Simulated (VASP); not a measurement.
# TiB₂: molecular dynamics at constant energy

TiB₂, P6/mmm (no. 191), 12 atoms in the cell. PBE, molecular dynamics; PAW potentials Ti, B (PBE set).

Ensemble: NVE; Starting temperature (K): 1000.

## Input

INCAR:
```
  GGA = PE
  PREC = Normal
  ENCUT = 320
  EDIFF = 1E-6
  NELMIN = 4
  NELM = 60
  ALGO = Fast
  LREAL = Auto
  LASPH = T
  ISMEAR = -1
  SIGMA = 0.05
  ISYM = 0
  LWAVE = F
  LCHARG = F
  IBRION = 0
  NSW = 60
  POTIM = 1.0
  TEBEG = 1000
  ISIF = 2
  RANDOM_SEED = 219256 0 0
  MDALGO = 2
  SMASS = -3
  KPAR = 2
```

KPOINTS:
```
k-points
0
Monkhorst-Pack
  2 2 4
```

POSCAR:
```
TiB2
1.0
    6.0584000000      0.0000000000      0.0000000000
   -3.0292000000      5.2467283062      0.0000000000
    0.0000000000      0.0000000000      3.2284000000
Ti B
4 8
Direct
    0.0000000000      0.0000000000      0.0000000000
    0.0000000000      0.5000000000      0.0000000000
    0.5000000000      0.0000000000      0.0000000000
    0.5000000000      0.5000000000      0.0000000000
    0.3333333334      0.1666666666      0.5000000000
    0.3333333334      0.6666666666      0.5000000000
    0.8333333334      0.1666666666      0.5000000000
    0.8333333333      0.6666666666      0.5000000000
    0.1666666666      0.3333333334      0.5000000000
    0.1666666667      0.8333333334      0.5000000000
    0.6666666667      0.3333333334      0.5000000000
    0.6666666667      0.8333333334      0.5000000000
```

Commands:
```
cat potpaw_PBE.64/Ti/POTCAR potpaw_PBE.64/B/POTCAR > POTCAR
mpirun -np 2 vasp_std > vasp.out
```

## Result

- Rise of the mean potential energy above the start (meV/atom): 59.2
- Mean temperature (K): 502
- Standard error of the mean temperature (K): 51
- Relative fluctuation of the kinetic energy: 0.412
- Canonical value of that fluctuation: 0.246
- Electronic steps per ionic step after the first: 4.9

Course of the run:

| Time (fs) | Temperature (K) | Potential energy less the first (meV/atom) |
|---|---|---|
| 1 | 1000 | 0.0 |
| 6 | 710 | 34.5 |
| 10 | 335 | 79.1 |
| 15 | 209 | 94.0 |
| 19 | 349 | 77.3 |
| 24 | 468 | 63.2 |
| 28 | 463 | 63.8 |
| 33 | 583 | 49.5 |
| 37 | 715 | 33.9 |
| 42 | 588 | 48.9 |
| 46 | 334 | 79.2 |
| 51 | 254 | 88.7 |
| 55 | 488 | 60.9 |
| 60 | 791 | 24.8 |

The mean temperature lies below the starting 1000 K, since the atoms start on their sites and part of their kinetic energy turns into potential energy.

REPORT:
```
MDALGO =   2
               SCALING =       0
                 CNEXP =     9.000   14.000
           RANDOM_SEED =            219256                0                0

   original number of atomic DOF:         33
   number of independent constraints:      0
   number of active DOF:                  33

========================================
         MD step No.       1
========================================

  Atomic velocities initialized by STEP_tb

  >Energies
                    E_tot             E_pot             E_kin               EPS                ES
   e_b>   -0.95838822E+02   -0.97260690E+02    0.14218686E+01    0.00000000E+00    0.00000000E+00

  >Temperature
               T_sim     T_inst
   tmprt>   1000.000   1000.000

  >Thermostat:
           s(n+1) sdot(n+1)      s(n)   sdot(n)        Qs
   s_b>   0.00000   0.00000   0.00000   0.00000  -3.00000

           RANDOM_SEED =            219256               72                0

[... steps left out ...]

========================================
         MD step No.      60
========================================

  >Energies
                    E_tot             E_pot             E_kin               EPS                ES
   e_b>   -0.95838455E+02   -0.96962586E+02    0.11241312E+01    0.00000000E+00    0.00000000E+00

  >Temperature
               T_sim     T_inst
   tmprt>   1000.000    790.601

  >Thermostat:
           s(n+1) sdot(n+1)      s(n)   sdot(n)        Qs
   s_b>   0.00000   0.00000   0.00000   0.00000  -3.00000

           RANDOM_SEED =            219256               72                0
```

OSZICAR:
```
N       E                     dE             d eps       ncg     rms          rms(c)
DAV:   1     0.213787742254E+03    0.21379E+03   -0.11269E+04  1296   0.941E+02
DAV:   2    -0.800919189831E+02   -0.29388E+03   -0.28530E+03  1488   0.274E+02
DAV:   3    -0.116307787903E+03   -0.36216E+02   -0.35636E+02  1802   0.107E+02
DAV:   4    -0.117397853814E+03   -0.10901E+01   -0.10858E+01  1688   0.185E+01
DAV:   5    -0.117422297271E+03   -0.24443E-01   -0.24427E-01  1655   0.257E+00    0.451E+01
RMM:   6    -0.955488676690E+02    0.21873E+02   -0.85374E+01  1320   0.549E+01    0.607E+00
RMM:   7    -0.976328325604E+02   -0.20840E+01   -0.28845E+01  1308   0.215E+01    0.996E+00
RMM:   8    -0.978039844130E+02   -0.17115E+00   -0.26821E+00  1326   0.931E+00    0.685E+00
RMM:   9    -0.977392250281E+02    0.64759E-01   -0.47686E-01  1317   0.376E+00    0.805E+00
RMM:  10    -0.100998526111E+03   -0.32593E+01   -0.11246E+01  1693   0.172E+01    0.120E+01
RMM:  11    -0.981615490945E+02    0.28370E+01   -0.51219E+01  2134   0.402E+01    0.726E+00
RMM:  12    -0.980920906326E+02    0.69458E-01   -0.23776E-01  1308   0.297E+00    0.700E+00
[... left out ...]
     59 T=   753. E= -.95838258E+02 F= -.96909395E+02 E0= -.96908938E+02  EK= 0.10711E+01 SP= 0.00E+00 SK= 0.00E+00
[... last step whole ...]
       N       E                     dE             d eps       ncg     rms          rms(c)
DAV:   1    -0.969625246495E+02   -0.53129E-01   -0.12924E-02  2484   0.153E+00    0.858E-03
RMM:   2    -0.969625735333E+02   -0.48884E-04   -0.60646E-04  1300   0.163E-01    0.945E-03
RMM:   3    -0.969625840332E+02   -0.10500E-04   -0.10662E-04  1353   0.543E-02    0.811E-03
RMM:   4    -0.969625857309E+02   -0.16977E-05   -0.20728E-05  1277   0.227E-02    0.733E-03
RMM:   5    -0.969625858891E+02   -0.15819E-06   -0.51857E-06  1015   0.123E-02
     60 T=   791. E= -.95838455E+02 F= -.96962586E+02 E0= -.96962129E+02  EK= 0.11241E+01 SP= 0.00E+00 SK= 0.00E+00
```

Limits: 60 fs of 12 atoms are too short for converged averages; the cell is only 3.2 Å across, so each atom moves in step with near copies of itself.

VASP 6.6.1 took 379 s on 2 cores (AMD EPYC 7R43 (Zen 3)), a shared host.
